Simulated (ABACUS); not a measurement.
NaCl:

```
CELL_PARAMETERS angstrom
0.00000 2.79406 2.79406
2.79406 0.00000 2.79406
2.79406 2.79406 0.00000
ATOMIC_POSITIONS crystal
Cl 0.50000 0.50000 0.50000
Na 0.00000 0.00000 0.00000
```

The cell is a database's computed one.

Base run:

* Program: ABACUS 3.10.1
* Functional: TASK
* Potentials or basis: SG15 ONCV 1.2 PBE
* Cutoff: 1401 eV
* Density cutoff: 5606 eV
* Basis: plane waves
* k mesh: 5 × 5 × 5
* Occupations: fermi-dirac, width 0.05 eV
* Spin: no spin polarisation

Its results: band gap on the k mesh 10.04 eV, direct; pressure -50.2 GPa.

Q: The run is repeated on the same cell with these changes: functional from TASK to revTPSS. What comes out?

A: Band gap on the k mesh 5.55 eV, direct; pressure 1.1 GPa.

Caveats: the potentials were made for another functional, which shifts forces and pressure; a pressure of tens of GPa on the cell as given is suspect, and the run, the potentials or the cell itself is likely at fault (some runs).

